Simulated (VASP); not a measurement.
# CdS (Hawleyite) (F-43m) in VASP: notebook, part 2 of 3

VASP 6.6.1.

## 4. G0W0 quasiparticle levels, PBE

POSCAR

```
CdS
1.0
    0.0000000000      2.9165000000      2.9165000000
    2.9165000000      0.0000000000      2.9165000000
    2.9165000000      2.9165000000      0.0000000000
Cd S
1 1
Direct
    0.0000000000      0.0000000000      0.0000000000
    0.7500000000      0.7500000000      0.7500000000
```

INCAR.step1

```
ALGO = Fast ; EDIFF = 1E-8
ENCUT = 450 ; GGA = PE
ISMEAR = 0 ; LASPH = True
LCHARG = False ; LREAL = False
LWAVE = True ; NELM = 100
PREC = Accurate ; SIGMA = 0.01
```

INCAR.step2

```
ALGO = Exact ; EDIFF = 1E-8
ENCUT = 450 ; GGA = PE
ISMEAR = 0 ; ISTART = 1
LASPH = True ; LCHARG = False
LOPTICS = True ; LREAL = False
LWAVE = True ; NBANDS = 207
NELM = 1 ; PREC = Accurate
SIGMA = 0.01
```

INCAR.step3

```
ALGO = EVGW0 ; EDIFF = 1E-8
ENCUT = 450 ; ENCUTGW = 100
GGA = PE ; ISMEAR = 0
ISTART = 1 ; LASPH = True
LCHARG = False ; LREAL = False
LWAVE = False ; NBANDS = 207
NBANDSGW = 17 ; NELMGW = 1
NOMEGA = 48 ; PREC = Accurate
PRECFOCK = Fast ; SIGMA = 0.01
```

KPOINTS

```
k-points
0
Gamma
  3 3 3
```

Potentials or basis: VASP PAW PBE potentials, release 64 (Cd_GW, S_GW).

Started as:

```bash
> cat potpaw_PBE.64/Cd_GW/POTCAR potpaw_PBE.64/S_GW/POTCAR > POTCAR
> cp INCAR.step1 INCAR
> mpirun -np 1 vasp_std > vasp.out
> cp INCAR.step2 INCAR
> mpirun -np 1 vasp_std > vasp.out
> cp INCAR.step3 INCAR
> mpirun -np 1 vasp_std > vasp.out
```

OUTCAR:

```text
EDIFF = 1E-8
   ENCUT = 450
   ENCUTGW = 100
   GGA = PE
   ISMEAR = 0
   ISTART = 1
   LASPH = True
   LREAL = False
   NELMGW = 1
   PREC = Accurate
   PRECFOCK = Fast

 Found      4 irreducible k-points:

 Following reciprocal coordinates:
            Coordinates               Weight
  0.000000  0.000000  0.000000      1.000000
  0.333333  0.000000  0.000000      8.000000
  0.333333  0.333333  0.000000      6.000000
 -0.333333  0.333333  0.000000     12.000000
   k-points           NKPTS =      4   k-points in BZ     NKDIM =     27   number of bands    NBANDS=    207
   number of dos      NEDOS =    301   number of ions     NIONS =      2
   total plane-waves  NPLWV =  27000
   dimension x,y,z NGX =    30 NGY =   30 NGZ =   30
   dimension x,y,z NGXF=    60 NGYF=   60 NGZF=   60
   ions per type =               1   1
   NGX,Y,Z   is equivalent  to a cutoff of  12.09, 12.09, 12.09 a.u.
   NGXF,Y,Z  is equivalent  to a cutoff of  24.18, 24.18, 24.18 a.u.
 SYSTEM =  unknown system
[... 32 lines left out ...]
  Thomas-Fermi vector in A             =   2.304097
   LORBIT       =      0    0 simple, 1 ext, 2 COOP (PROOUT), +10 PAW based schemes
   GGA     = PE    functional components
   LHFCALC =     T    Hartree Fock is set to
   PRECFOCK=fast      Normal, Fast or Accurate (Low or Medium for compatibility)
   ENCUT4O =  -1.0   cutoff for four orbital integrals eV
   NKREDX  =     1    reduce k-point grid by
   NKREDY  =     1    reduce k-point grid by
   NKREDZ  =     1    reduce k-point grid by
   AEXX    =    1.0000 exact exchange contribution
   HFSCREEN=    0.0000 screening length (either q_TF or 0.3 A-1)
   HFSCREENC=   0.0000 screening length for correlation (either q_TF or 0.3 A-1)
   ENCUTFOCK=  -1.0 apply spherical cutoff to Coloumb kernel
   IVDW    =     0    specifies the selected vdW correction
   LEPSILON=     F    determine dielectric tensor
   LRPA    =     F    only Hartree local field effects (RPA)
   LRPAFORCE           =     F    calculate RPA forces
   ENCUTGW             = 100.0    cutoff for response function in eV
   ENCUTGWSOFT         =  80.0    soft cutoff for Coulomb kernel in GW response function in eV
   ENCUTLF             =  -1.0    cutoff for local field effects
   NELMGW              =     1    number of iterations in solving QP/BSE equation
   NELMHF              =     1    number of iterations in the inner HF iteration
   NKREDLFX            =     1    NKREDLFY  =   1   NKREDLFZ  =   1
 non-spin polarized calculation
 Gauss-broadening in eV      SIGMA  =   0.01
  energy-cutoff  :      450.00
  volume of cell :       49.62
 maximum number of plane-waves:      1089
 NGX is ok and might be reduce to    30
  NGX = 16; NGY = 16; NGZ = 16
   NGX = 15   NGY = 15   NGZ = 15
 maximum number of plane-waves:       116

 QP shifts <psi_nk| G(iteration)W_0 |psi_nk>: iteration 1
 for sc-GW calculations column KS-energies equals QP-energies in previous step
 and V_xc(KS)=  KS-energies - (<T + V_ion + V_H > + <T+V_H+V_ion>^1  + <V_x>^1)

 k-point   1 :       0.0000    0.0000    0.0000
  band No.  KS-energies  QP-energies   sigma(KS)   V_xc(KS)     V^pw_x(r,r')   Z            occupation Imag(sigma)

      1      -9.6269      -9.9516     -13.5050     -12.9919     -20.9027       0.6327       2.0000       1.1739
      2      -5.0685      -6.7458     -17.6029     -15.1711     -22.9361       0.6898       2.0000       0.3701
      3      -5.0685      -6.7458     -17.6029     -15.1711     -22.9361       0.6898       2.0000       0.3701
      4      -5.0685      -6.7458     -17.6029     -15.1711     -22.9361       0.6898       2.0000       0.3701
      5      -4.5977      -6.3857     -18.0555     -15.4965     -23.2435       0.6987       2.0000       0.3240
      6      -4.5977      -6.3857     -18.0555     -15.4965     -23.2435       0.6987       2.0000       0.3240
[... 59 lines left out ...]
      3      -4.8170      -6.5377     -17.8859     -15.4169     -23.1912       0.6969       2.0000       0.3630
      4      -4.6469      -6.4292     -17.9680     -15.4192     -23.1758       0.6993       2.0000       0.3353
      5      -4.5751      -6.3683     -18.0654     -15.5087     -23.2673       0.7014       2.0000       0.3262
      6      -4.0335      -5.6645     -17.9303     -15.5959     -23.1416       0.6987       2.0000       0.3529
[... 9 lines left out ...]
     16      17.1131      17.3984      -9.7737     -10.1620      -3.8311       0.7348       0.0000      -0.5245
     17      17.7266      18.1435     -10.4586     -11.0243      -4.1776       0.7369       0.0000      -0.6850
```

OUTCAR.step2:

```text
EDIFF = 1E-8
   ENCUT = 450
   GGA = PE
   ISMEAR = 0
[... 538 lines left out ...]
  --------------------------------------------------------------------------------------------------------------
     0.00000    19.11014    19.11014    19.11014     0.00000     0.00000    -0.00000
     1.86130     2.31984     2.31984     2.31984     0.00000     0.00000    -0.00000
     3.72261   -13.79279   -13.79279   -13.79279     0.00000    -0.00000    -0.00000
     5.58391    14.23559    14.23559    14.23559     0.00000     0.00000    -0.00000
     7.44521     6.54979     6.54979     6.54979    -0.00000    -0.00000     0.00000
     9.30651    -0.60431    -0.60431    -0.60431     0.00000    -0.00000     0.00000
[... 92 lines left out ...]
   182.40769     0.97955     0.97955     0.97955    -0.00000    -0.00000     0.00000
   184.26899     0.98000     0.98000     0.98000    -0.00000    -0.00000     0.00000
```

Run time: 90 s. Hardware: 1 thread of AMD EPYC 7R13 (Zen 3), shared host; peak memory 0.32 GiB.

These settings aren't checked as converged: the numbers below hold their error.

Results:

```
Band gap on the k mesh, mean-field level : 1.10 eV, direct
Quasiparticle gap                        : 1.77 eV
Least direct quasiparticle gap           : 1.77 eV
```

Caveat: the k mesh is coarse (spacing up to 0.62 Å⁻¹), so the values aren't converged; bands, screening cutoff and mesh are small and nothing is extrapolated, so the quasiparticle values aren't converged.

## 5. G0W0 quasiparticle levels, PBE

POSCAR is that of step 4.

INCAR.step1 is that of step 4.

INCAR.step2 is that of step 4.

INCAR.step3: that of step 4 with these lines changed.

```diff
@@ -1,3 +1,3 @@
 ALGO = EVGW0 ; EDIFF = 1E-8
-ENCUT = 450 ; ENCUTGW = 100
+ENCUT = 450 ; ENCUTGW = 150
 GGA = PE ; ISMEAR = 0
```

KPOINTS is that of step 4.

Potentials or basis: VASP PAW PBE potentials, release 64 (Cd_GW, S_GW).

Started as:

```bash
> cat potpaw_PBE.64/Cd_GW/POTCAR potpaw_PBE.64/S_GW/POTCAR > POTCAR
> cp INCAR.step1 INCAR
> mpirun -np 1 vasp_std > vasp.out
> cp INCAR.step2 INCAR
> mpirun -np 1 vasp_std > vasp.out
> cp INCAR.step3 INCAR
> mpirun -np 1 vasp_std > vasp.out
```

OUTCAR:

```text
EDIFF = 1E-8
   ENCUT = 450
   ENCUTGW = 150
   GGA = PE
   ISMEAR = 0
   ISTART = 1
   LASPH = True
   LREAL = False
   NELMGW = 1
   PREC = Accurate
   PRECFOCK = Fast

 Found      4 irreducible k-points:

 Following reciprocal coordinates:
            Coordinates               Weight
  0.000000  0.000000  0.000000      1.000000
  0.333333  0.000000  0.000000      8.000000
  0.333333  0.333333  0.000000      6.000000
 -0.333333  0.333333  0.000000     12.000000
   k-points           NKPTS =      4   k-points in BZ     NKDIM =     27   number of bands    NBANDS=    207
   number of dos      NEDOS =    301   number of ions     NIONS =      2
   total plane-waves  NPLWV =  27000
   dimension x,y,z NGX =    30 NGY =   30 NGZ =   30
   dimension x,y,z NGXF=    60 NGYF=   60 NGZF=   60
   ions per type =               1   1
   NGX,Y,Z   is equivalent  to a cutoff of  12.09, 12.09, 12.09 a.u.
   NGXF,Y,Z  is equivalent  to a cutoff of  24.18, 24.18, 24.18 a.u.
 SYSTEM =  unknown system
[... 32 lines left out ...]
  Thomas-Fermi vector in A             =   2.304097
   LORBIT       =      0    0 simple, 1 ext, 2 COOP (PROOUT), +10 PAW based schemes
   GGA     = PE    functional components
   LHFCALC =     T    Hartree Fock is set to
   PRECFOCK=fast      Normal, Fast or Accurate (Low or Medium for compatibility)
   ENCUT4O =  -1.0   cutoff for four orbital integrals eV
   NKREDX  =     1    reduce k-point grid by
   NKREDY  =     1    reduce k-point grid by
   NKREDZ  =     1    reduce k-point grid by
   AEXX    =    1.0000 exact exchange contribution
   HFSCREEN=    0.0000 screening length (either q_TF or 0.3 A-1)
   HFSCREENC=   0.0000 screening length for correlation (either q_TF or 0.3 A-1)
   ENCUTFOCK=  -1.0 apply spherical cutoff to Coloumb kernel
   IVDW    =     0    specifies the selected vdW correction
   LEPSILON=     F    determine dielectric tensor
   LRPA    =     F    only Hartree local field effects (RPA)
   LRPAFORCE           =     F    calculate RPA forces
   ENCUTGW             = 150.0    cutoff for response function in eV
   ENCUTGWSOFT         = 120.0    soft cutoff for Coulomb kernel in GW response function in eV
   ENCUTLF             =  -1.0    cutoff for local field effects
   NELMGW              =     1    number of iterations in solving QP/BSE equation
   NELMHF              =     1    number of iterations in the inner HF iteration
   NKREDLFX            =     1    NKREDLFY  =   1   NKREDLFZ  =   1
 non-spin polarized calculation
 Gauss-broadening in eV      SIGMA  =   0.01
  energy-cutoff  :      450.00
  volume of cell :       49.62
 maximum number of plane-waves:      1089
 NGX is ok and might be reduce to    30
  NGX = 16; NGY = 16; NGZ = 16
   NGX = 15   NGY = 15   NGZ = 15
 maximum number of plane-waves:       212

 QP shifts <psi_nk| G(iteration)W_0 |psi_nk>: iteration 1
 for sc-GW calculations column KS-energies equals QP-energies in previous step
 and V_xc(KS)=  KS-energies - (<T + V_ion + V_H > + <T+V_H+V_ion>^1  + <V_x>^1)

 k-point   1 :       0.0000    0.0000    0.0000
  band No.  KS-energies  QP-energies   sigma(KS)   V_xc(KS)     V^pw_x(r,r')   Z            occupation Imag(sigma)

      1      -9.6269     -10.0792     -13.7080     -12.9919     -20.9027       0.6317       2.0000       1.1273
      2      -5.0685      -6.8262     -17.7241     -15.1711     -22.9361       0.6885       2.0000       0.3231
      3      -5.0685      -6.8262     -17.7241     -15.1711     -22.9361       0.6885       2.0000       0.3231
      4      -5.0685      -6.8262     -17.7241     -15.1711     -22.9361       0.6885       2.0000       0.3231
      5      -4.5977      -6.4696     -18.1803     -15.4965     -23.2435       0.6975       2.0000       0.2809
      6      -4.5977      -6.4696     -18.1803     -15.4965     -23.2435       0.6975       2.0000       0.2809
[... 59 lines left out ...]
      3      -4.8170      -6.6211     -18.0107     -15.4169     -23.1912       0.6955       2.0000       0.3193
      4      -4.6469      -6.5121     -18.0910     -15.4192     -23.1758       0.6981       2.0000       0.2912
      5      -4.5751      -6.4528     -18.1905     -15.5087     -23.2673       0.7002       2.0000       0.2835
      6      -4.0335      -5.7582     -18.0692     -15.5959     -23.1416       0.6974       2.0000       0.3188
[... 9 lines left out ...]
     16      17.1131      17.3500      -9.8393     -10.1620      -3.8311       0.7342       0.0000      -0.5247
     17      17.7266      18.0801     -10.5442     -11.0243      -4.1776       0.7364       0.0000      -0.6897
```

OUTCAR.step2:

```text
EDIFF = 1E-8
   ENCUT = 450
   GGA = PE
   ISMEAR = 0
[... 538 lines left out ...]
  --------------------------------------------------------------------------------------------------------------
     0.00000    19.11014    19.11014    19.11014     0.00000     0.00000    -0.00000
     1.86130     2.31984     2.31984     2.31984     0.00000     0.00000    -0.00000
     3.72261   -13.79279   -13.79279   -13.79279     0.00000    -0.00000    -0.00000
     5.58391    14.23559    14.23559    14.23559     0.00000     0.00000    -0.00000
     7.44521     6.54979     6.54979     6.54979    -0.00000    -0.00000     0.00000
     9.30651    -0.60431    -0.60431    -0.60431     0.00000    -0.00000     0.00000
[... 92 lines left out ...]
   182.40769     0.97955     0.97955     0.97955    -0.00000    -0.00000     0.00000
   184.26899     0.98000     0.98000     0.98000    -0.00000    -0.00000     0.00000
```

It took 96 s on 1 thread of AMD EPYC 7R13 (Zen 3), shared host; peak memory 0.32 GiB.

These settings aren't checked as converged: the numbers below hold their error.

Results:

* Band gap on the k mesh, mean-field level: 1.10 eV, direct
* Quasiparticle gap: 1.82 eV
* Least direct quasiparticle gap: 1.82 eV

Caveat: the k mesh is coarse (spacing up to 0.62 Å⁻¹), so the values aren't converged; bands, screening cutoff and mesh are small and nothing is extrapolated, so the quasiparticle values aren't converged.

(Part 2 of 3 ends here.)
